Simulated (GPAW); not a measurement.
Write an ASE script for GPAW 26.7.0 that does the following.

```
Task                : dielectric tensor
Functional          : PBE
Potentials or basis : GPAW PAW data sets (gpaw-data 1.2.1)
Cutoff              : 450 eV
Basis               : pw
k mesh              : 7 × 7 × 4
Occupations         : fermi-dirac, width 0.001 eV
Spin                : no spin polarisation
Response ecut       : 80 eV
Maxiter             : 150
Response k mesh     : 13 × 13 × 7
Response bands      : 58
Kernels             : ["RPA"]
Coarser k mesh      : 13 × 13 × 7
```

The structure of ZnS (Wurtzite-2H) lies in POSCAR:

```
ZnS
1.0
    3.8110000000      0.0000000000      0.0000000000
   -1.9055000000      3.3004228100      0.0000000000
    0.0000000000      0.0000000000      6.3275100000
Zn S
2 2
Direct
    0.6666666667      0.3333333333      0.5000000000
    0.3333333333      0.6666666667      0.0000000000
    0.6666666667      0.3333333333      0.8850000000
    0.3333333333      0.6666666667      0.3850000000
```

These files were run (other wordings do the same):

run.py

```python
import numpy as np
from ase.dft.bandgap import bandgap
from ase.io import read, write
from gpaw import GPAW, PW
from gpaw.response.df import DielectricFunction

atoms = read('POSCAR')

calc = GPAW(mode=PW(450),
            xc='PBE',
            kpts={'size': (7, 7, 4), 'gamma': True},
            occupations={'name': 'fermi-dirac', 'width': 0.001},
            nbands=31,
            convergence={'density': 1e-06},
            maxiter=150,
            txt='gpaw.txt')
atoms.calc = calc
energy = atoms.get_potential_energy()
calc.write('gs.gpw')
write('result.traj', atoms)
print(f'Energy: {energy:.6f} eV')
print('Fermi level:', round(calc.get_fermi_level(), 4), 'eV')
print(f'Gap: {bandgap(calc)[0]:.4f} eV, direct: {bandgap(calc, direct=True)[0]:.4f} eV')

for size in [(13, 13, 7)]:
    name = 'x'.join(str(n) for n in size)
    dense = calc.fixed_density(kpts={'size': size, 'gamma': True},
                               nbands=64, convergence={'bands': 58, 'eigenstates': 1e-7},
                               update_fermi_level=True, txt=f'dense-{name}.txt')
    dense.write(f'{name}.gpw', mode='all')
    df = DielectricFunction(f'{name}.gpw', frequencies=np.array([0.0]), hilbert=False, eta=0.001,
                            ecut=80, nbands=58, intraband=False, txt=f'df-{name}.txt')
    for xc in ['RPA']:
        for direction in ['x', 'y', 'z', [0, 1, 1], [1, 0, 1], [1, 1, 0]]:
            e0, e = df.get_macroscopic_dielectric_constant(xc=xc, direction=direction)
            print(f'{name} {xc} {direction}: {e0:.4f} without, {e:.4f} with local fields')
```

Potentials or basis: GPAW PAW data sets (gpaw-data 1.2.1), pw.

The run is started by

```sh
$ OMP_NUM_THREADS=1 python run.py
```

It gave:

| Property | Result |
| --- | --- |
| Band gap on the k mesh | 2.16 eV, direct |
| Electronic dielectric tensor (diagonal) | 5.47, 5.47, 5.58 |

Caveat: the long-wavelength limit can be off by several per cent where d states take part; an odd mesh through Γ misses points on the zone boundary, where band edges often lie.

It took 16 min on 1 thread of Arm Neoverse V1, on a shared host, peak memory 1.1 GiB.
